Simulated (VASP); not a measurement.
# CuAu (P4/mmm) in VASP: further runs

One crystal, CuAu, is run at these levels: PBE+D3(BJ); tasks: single point, relaxation of cell and atoms.

All numbers are computed with VASP 6.6.1; they aren't measurements. Logs are shortened: lines on timing, memory, paths and dates and some standing lists are left out, and cuts for length are marked.

### 1 The structure

It takes space group P4/mmm (No. 123, tetragonal). The conventional cell has a = 2.892 Å, b = 2.892 Å, c = 3.588 Å, α = 90.00°, β = 90.00°, γ = 90.00°. Cu (site symmetry 4/mmm) has 8 Au at 2.72 Å and 4 Cu at 2.89 Å as nearest neighbours. Au (site symmetry 4/mmm) has 8 Cu at 2.72 Å and 4 Au at 2.89 Å as nearest neighbours.

### 2 Single point, PBE+D3(BJ) (relaxed again under DFT PBE+D3(BJ), scalar-relativistic, plane waves, PAW)

Contents of INCAR:

```
PREC = Accurate ; ENCUT = 520
EDIFF = 1E-7 ; ISMEAR = 0
SIGMA = 0.1 ; LREAL = F
LASPH = T ; NELM = 100
ALGO = Fast ; ISIF = 2
LWAVE = F ; LCHARG = F
GGA = PE ; IVDW = 12
NBANDS = 18
```

Contents of KPOINTS:

```
regular mesh
0
Gamma
  14 14 12
```

Contents of POSCAR:

```
CuAu
1.0
    2.8497440158      0.0000000000      0.0000000000
    0.0000000000      2.8497440158      0.0000000000
    0.0000000000      0.0000000000      3.5295076271
Cu Au
1 1
Direct
    0.5000000000      0.5000000000      0.5000000000
    0.0000000000      0.0000000000      0.0000000000
```

Potentials or basis: VASP PAW PBE potentials, release 64 (Cu, Au).

Started as:

```console
$ cat potpaw_PBE.64/Cu/POTCAR potpaw_PBE.64/Au/POTCAR > POTCAR
$ mpirun -np 1 vasp_std > vasp.out
```

OUTCAR:

```text
PREC = Accurate
   ENCUT = 520
   EDIFF = 1E-7
   ISMEAR = 0
   LREAL = F
   LASPH = T
   NELM = 100
   ISIF = 2
   GGA = PE
   IVDW = 12
 IVDW          = 12

 ion  position               nearest neighbor table
   1  0.500  0.500  0.500-   2 2.68   2 2.68   2 2.68   2 2.68   2 2.68   2 2.68   2 2.68   2 2.68

   2  0.000  0.000  0.000-   1 2.68   1 2.68   1 2.68   1 2.68   1 2.68   1 2.68   1 2.68   1 2.68

  LATTYP: Found a simple tetragonal cell.
 ALAT       =     2.8497440158
 C/A-ratio  =     1.2385349728

  Lattice vectors:

 A1 = (   2.8497440158,   0.0000000000,   0.0000000000)
 A2 = (   0.0000000000,   2.8497440158,   0.0000000000)
 A3 = (   0.0000000000,   0.0000000000,   3.5295076271)

Analysis of symmetry for initial positions (statically):
=====================================================================
 Subroutine PRICEL returns:
 Original cell was already a primitive cell.

 Routine SETGRP: Setting up the symmetry group for a
 simple tetragonal supercell.

 Subroutine GETGRP returns: Found 16 space group operations
 (whereof 16 operations were pure point group operations)
 out of a pool of 16 trial point group operations.

The static configuration has the point symmetry D_4h.

Analysis of symmetry for dynamics (positions and initial velocities):
=====================================================================
 Subroutine PRICEL returns:
 Original cell was already a primitive cell.

 Routine SETGRP: Setting up the symmetry group for a
 simple tetragonal supercell.

 Subroutine GETGRP returns: Found 16 space group operations
 (whereof 16 operations were pure point group operations)
 out of a pool of 16 trial point group operations.

The dynamic configuration has the point symmetry D_4h.

 Subroutine INISYM returns: Found 16 space group operations
 (whereof 16 operations are pure point group operations),
 and found     1 'primitive' translations

----------------------------------------------------------------------------------------

                                     Primitive cell

  volume of cell :      28.6633

  direct lattice vectors                    reciprocal lattice vectors
     2.849744016  0.000000000  0.000000000     0.350908711  0.000000000  0.000000000
     0.000000000  2.849744016  0.000000000     0.000000000  0.350908711  0.000000000
     0.000000000  0.000000000  3.529507627     0.000000000  0.000000000  0.283325638

  length of vectors
     2.849744016  2.849744016  3.529507627     0.350908711  0.350908711  0.283325638

  position of ions in fractional coordinates (direct lattice)
     0.500000000  0.500000000  0.500000000
     0.000000000  0.000000000  0.000000000

  ion indices of the primitive-cell ions
   primitive index   ion index
                 1           1
                 2           2

----------------------------------------------------------------------------------------

 KPOINTS: regular mesh

Automatic generation of k-mesh.
 Grid dimensions read from file:
 generate k-points for:   14   14   12

 Generating k-lattice:

  Cartesian coordinates                     Fractional coordinates (reciprocal lattice)
     0.025064908  0.000000000  0.000000000     0.071428571  0.000000000  0.000000000
     0.000000000  0.025064908  0.000000000     0.000000000  0.071428571  0.000000000
     0.000000000  0.000000000  0.023610470     0.000000000  0.000000000  0.083333333

  Length of vectors
     0.025064908  0.025064908  0.023610470

  Shift w.r.t. Gamma in fractional coordinates (k-lattice)
     0.000000000  0.000000000  0.000000000

 Subroutine IBZKPT returns following result:
 ===========================================

 Found    252 irreducible k-points:

 Following reciprocal coordinates:
            Coordinates               Weight
  0.000000  0.000000  0.000000      1.000000
  0.071429  0.000000  0.000000      4.000000
  0.142857  0.000000  0.000000      4.000000
  0.214286  0.000000  0.000000      4.000000
  0.285714  0.000000  0.000000      4.000000
  0.357143  0.000000  0.000000      4.000000
[... 16 lines left out ...]
  0.285714  0.214286  0.000000      8.000000
  0.357143  0.214286  0.000000      8.000000
 [... further k-points ...]
   k-points           NKPTS =    252   k-points in BZ     NKDIM =    252   number of bands    NBANDS=     18
   number of dos      NEDOS =    301   number of ions     NIONS =      2
   total plane-waves  NPLWV =  16128
   dimension x,y,z NGX =    24 NGY =   24 NGZ =   28
   dimension x,y,z NGXF=    48 NGYF=   48 NGZF=   56
   ions per type =               1   1
   NGX,Y,Z   is equivalent  to a cutoff of  14.00, 14.00, 13.19 a.u.
   NGXF,Y,Z  is equivalent  to a cutoff of  28.00, 28.00, 26.38 a.u.
 SYSTEM =  unknown system
   PREC   = accura    normal or accurate (medium, high low for compatibility)
   ISTART =      0    job   : 0-new  1-cont  2-samecut
   ICHARG =      2    charge: 1-file 2-atom 10-const
   ISPIN  =      1    spin polarized calculation?
   LNONCOLLINEAR =      F non collinear calculations
   LSORBIT =      F    spin-orbit coupling
   LASPH  =      T    aspherical Exc in radial PAW
   ENCUT  =  520.0 eV  38.22 Ry    6.18 a.u.   5.30  5.30  6.56*2*pi/ulx,y,z
   NELM   =    100;   NELMIN=  2; NELMDL= -5     # of ELM steps
   EDIFF  = 0.1E-06   stopping-criterion for ELM
[... 8 lines left out ...]
   TEBEG  =    0.0;   TEEND  =   0.0 temperature during run
   PSTRESS=    0.0 pullay stress
   NELECT =      22.0000    total number of electrons
   NUPDOWN=      -1.0000    fix difference up-down
   EMIN   =  10.00;   EMAX   =-10.00  energy-range for DOS
   EFERMI =   0.00;   METHOD = LEGACY
   ISMEAR =     0;   SIGMA  =   0.10  broadening in eV -4-tet -1-fermi 0-gaus
   EFERMI_NEDOS =   21; number of points for ismear=-14 and -15
   IALGO  =     68    algorithm
   IMIX   =      4    mixing-type and parameters
     AMIX     =   0.40;   BMIX     =  1.00
     AMIX_MAG =   1.60;   BMIX_MAG =  1.00
  volume/ion in A,a.u.               =      14.33        96.71
  Fermi-wavevector in a.u.,A,eV,Ry     =   1.498904  2.832518 30.568384  2.246713
  Thomas-Fermi vector in A             =   2.610603
   LORBIT       =      0    0 simple, 1 ext, 2 COOP (PROOUT), +10 PAW based schemes
   GGA     = PE    functional components
   LHFCALC =     F    Hartree Fock is set to
   AEXX    =    0.0000 exact exchange contribution
   IVDW    =    12    specifies the selected vdW correction
   LEPSILON=     F    determine dielectric tensor
   LRPA    =     F    only Hartree local field effects (RPA)
 non-spin polarized calculation
 RMM-DIIS sequential band-by-band and
 Gauss-broadening in eV      SIGMA  =   0.10
  energy-cutoff  :      520.00
  volume of cell :       28.66
 maximum number of plane-waves:       792
 NGX is ok and might be reduce to    24
   NGX = 11   NGY = 11   NGZ = 13

 number of electron      21.9999989 magnetization

 Free energy of the ion-electron system (eV)
  ---------------------------------------------------
  ext. energy  EPLUGINS =         0.00000000
  ---------------------------------------------------
  free energy    TOTEN  =        -7.04013195 eV

  energy without entropy =       -7.03821041  energy(sigma->0) =       -7.03917118

 E-fermi :   8.9743     XC(G=0): -12.7569

 val. band max:        8.9672474043   @ k =   0.3571   0.1429   0.5000
 cond. band min:       8.9861297360   @ k =   0.2143   0.0000   0.3333
 fundamental gap:      0.0188823317
 Fermi energy:         8.9742646100

 k-point     1 :       0.0000    0.0000    0.0000
  band No.  band energies     occupation
      1      -0.9355      2.00000
      2       2.3582      2.00000
      3       2.4720      2.00000
      4       4.7771      2.00000
      5       4.7771      2.00000
      6       5.7122      2.00000
[... 10 lines left out ...]
     17      25.3452      0.00000
     18      26.6309      0.00000

 k-point     2 :       0.0714    0.0000    0.0000
  band No.  band energies     occupation
      1      -0.8199      2.00000
      2       2.4157      2.00000
      3       2.5343      2.00000
      4       4.7201      2.00000
      5       4.8054      2.00000
      6       5.6688      2.00000
[... 10 lines left out ...]
     17      26.1937      0.00000
     18      26.6925      0.00000

 k-point     3 :       0.1429    0.0000    0.0000
  band No.  band energies     occupation
      1      -0.4830      2.00000
      2       2.5447      2.00000
      3       2.7525      2.00000
      4       4.5561      2.00000
      5       4.8884      2.00000
      6       5.5442      2.00000
[... 10 lines left out ...]
     17      26.7250      0.00000
     18      28.3732      0.00000

 k-point     4 :       0.2143    0.0000    0.0000
  band No.  band energies     occupation
      1       0.0440      2.00000
      2       2.7166      2.00000
      3       3.1154      2.00000
      4       4.3110      2.00000
      5       5.0193      2.00000
      6       5.3574      2.00000
[... 375 lines left out ...]
      4       4.0926      2.00000
      5       4.5208      2.00000
      6       4.8739      2.00000
[... 10 lines left out ...]
     17      26.1504      0.00000
     18      26.3841      0.00000

 k-point    23 :       0.2857    0.2143    0.0000
  band No.  band energies     occupation
      1       1.5339      2.00000
      2       3.3228      2.00000
      3       3.8179      2.00000
      4       3.8650      2.00000
      5       4.3432      2.00000
      6       4.8510      2.00000
[... 10 lines left out ...]
     17      24.8302      0.00000
     18      24.9582      0.00000

 k-point    24 :       0.3571    0.2143    0.0000
  band No.  band energies     occupation
      1       2.0945      2.00000
      2       3.3111      2.00000
      3       3.6187      2.00000
      4       3.9456      2.00000
      5       4.2458      2.00000
      6       5.2414      2.00000
[... 10 lines left out ...]
     17      23.4273      0.00000
     18      23.7342      0.00000

 [... further k-points ...]

------------------------ aborting loop because EDIFF is reached ----------------------------------------

 Edisp (eV)   -1.24519

 E8    (eV) :    -0.5483

  FORCE on cell =-STRESS in cart. coord.  units (eV):
  Direction    XX          YY          ZZ          XY          YZ          ZX
  --------------------------------------------------------------------------------------
  -------------------------------------------------------------------------------------
  Total       0.04101     0.04101     0.03969     0.00000    -0.00000     0.00000
  in kB       2.29226     2.29226     2.21836     0.00000    -0.00000     0.00000
  external pressure =        2.27 kB  Pullay stress =        0.00 kB

 VOLUME and BASIS-vectors are now :
 -----------------------------------------------------------------------------
  energy-cutoff  :      520.00
  volume of cell :       28.66
      direct lattice vectors                 reciprocal lattice vectors
     2.849744016  0.000000000  0.000000000     0.350908711  0.000000000  0.000000000
     0.000000000  2.849744016  0.000000000     0.000000000  0.350908711  0.000000000
     0.000000000  0.000000000  3.529507627     0.000000000  0.000000000  0.283325638

 POSITION                                       TOTAL-FORCE (eV/Angst)
 -----------------------------------------------------------------------------------
      1.42487      1.42487      1.76475         0.000000      0.000000      0.000000
      0.00000      0.00000      0.00000         0.000000      0.000000      0.000000
 -----------------------------------------------------------------------------------
    total drift:                                0.000000      0.000000     -0.000000

  FREE ENERGIE OF THE ION-ELECTRON SYSTEM (eV)
  ---------------------------------------------------
  free  energy   TOTEN  =        -8.2853177946 eV

  energy  without entropy=       -8.2833962558  energy(sigma->0) =       -8.28435703
```

It took 67 s on 1 thread of Intel Xeon Platinum 8488C (Sapphire Rapids), shared host; peak memory 0.26 GiB.

Results:

* Free energy: -8.2853 eV
* Pressure: 0.2 GPa
* Band gap on the k mesh: none (metal or under the smearing width)
* Dispersion energy per atom: -0.623 eV

Levels at points of the mesh, in eV from the Fermi level:
| k point | band 9 | band 10 | band 11 | band 12 | band 13 | band 14 |
| --- | --- | --- | --- | --- | --- | --- |
| (0.00, 0.00, 0.00) | -1.73 | -1.51 | -1.51 | 2.93 | 9.22 | 9.36 |
| (0.50, 0.00, 0.00) | -2.53 | -2.31 | -1.06 | -0.44 | 10.18 | 10.22 |
| (0.50, 0.50, 0.00) | -1.36 | -1.36 | 0.30 | 0.30 | 4.70 | 6.63 |
| (0.00, 0.00, 0.50) | -2.47 | -2.47 | -2.29 | -2.12 | 13.99 | 14.35 |
| (0.50, 0.00, 0.50) | -1.57 | -1.52 | -1.08 | -1.07 | 2.67 | 4.64 |
| (0.50, 0.50, 0.50) | -1.86 | -1.77 | 5.16 | 5.53 | 5.53 | 5.85 |

Caveat: pairwise dispersion overbinds metals, which lowers pressure and volume. The run has no spin-orbit coupling, so splittings on Au are missing.

### 3 Relaxation of cell and atoms, PBE+D3(BJ)

Contents of INCAR:

```
SYSTEM = CuAu
PREC = Accurate
ENCUT = 600
EDIFF = 1E-6
ISMEAR = 0
SIGMA = 0.1
LREAL = .FALSE.
LASPH = .TRUE.
NELM = 100
ALGO = Fast
ISIF = 3
LWAVE = .FALSE.
LCHARG = .FALSE.
GGA = PE
IVDW = 12
IBRION = 2
NSW = 70
EDIFFG = -0.005
```

Contents of KPOINTS:

```
regular mesh
0
G
  14 14 12
  0 0 0
```

Contents of POSCAR:

```
CuAu
1.0
    2.8920326470      0.0000000000      0.0000000000
    0.0000000000      2.8920326470      0.0000000000
    0.0000000000      0.0000000000      3.5876026256
Cu Au
1 1
Direct
    0.5000000000      0.5000000000      0.5000000000
    0.0000000000      0.0000000000      0.0000000000
```

Potentials or basis: VASP PAW PBE potentials, release 64 (Cu, Au).

Started as:

```console
$ cat potpaw_PBE.64/Cu/POTCAR potpaw_PBE.64/Au/POTCAR > POTCAR
$ mpirun -np 1 vasp_std > vasp.out
```

Run time: 5 min. Hardware: 1 thread of Intel Xeon Platinum 8488C (Sapphire Rapids), shared host; peak memory 0.31 GiB.

The run converged. Its results:

| Quantity | Value |
| --- | --- |
| Free energy | -8.2857 eV |
| Relaxed volume | 14.35 Å³/atom |
| Relaxed cell | a = 2.849 Å, b = 2.849 Å, c = 3.535 Å, α = 90.00°, β = 90.00°, γ = 90.00° |
| Space group after relaxing (to 0.05 Å) | P4/mmm (No. 123) |
| Energy gained by relaxing | 14.3 meV/atom |
| Ionic steps | 9 |
| Pressure after relaxing | 0.0 GPa |
| Band gap on the k mesh | none (metal or under the smearing width) |
| Dispersion energy per atom | -0.622 eV |

Step by step:
```
step  energy change (eV)  largest force (eV/Å)  pressure (GPa)  volume (Å³)
   1              0.0000                0.0000           -6.10        30.01
   2             -0.0058                0.0000            7.08        27.60
   3             -0.0285                0.0000           -0.17        28.66
   4             -0.0285                0.0000            0.30        28.63
   5             -0.0285                0.0000           -0.88        28.73
   6             -0.0285                0.0000            0.29        28.66
   7             -0.0285                0.0000            0.49        28.68
   8             -0.0285                0.0000           -0.17        28.70
   9             -0.0285                0.0000           -0.03        28.70
```

Final structure:
```cif
data_structure
_symmetry_space_group_name_H-M 'P 1'
_symmetry_Int_Tables_number 1
_cell_length_a 2.8493
_cell_length_b 2.8493
_cell_length_c 3.5348
_cell_angle_alpha 90.000
_cell_angle_beta 90.000
_cell_angle_gamma 90.000
_cell_volume 28.70
loop_
_atom_site_label
_atom_site_type_symbol
_atom_site_fract_x
_atom_site_fract_y
_atom_site_fract_z
_atom_site_occupancy
Cu1 Cu 0.50000 0.50000 0.50000 1
Au1 Au 0.00000 0.00000 0.00000 1
```

Levels at points of the mesh, in eV from the Fermi level:
```tsv
k point	band 9	band 10	band 11	band 12	band 13	band 14
(0.00, 0.00, 0.00)	-1.73	-1.51	-1.51	2.90	9.18	9.38
(0.50, 0.00, 0.00)	-2.52	-2.30	-1.05	-0.43	10.16	10.19
(0.50, 0.50, 0.00)	-1.36	-1.36	0.31	0.31	4.70	6.63
(0.00, 0.00, 0.50)	-2.46	-2.46	-2.29	-2.11	14.00	14.35
(0.50, 0.00, 0.50)	-1.57	-1.52	-1.08	-1.07	2.66	4.63
(0.50, 0.50, 0.50)	-1.85	-1.77	5.17	5.53	5.53	5.85
```

Caveat: pairwise dispersion overbinds metals, which lowers pressure and volume.
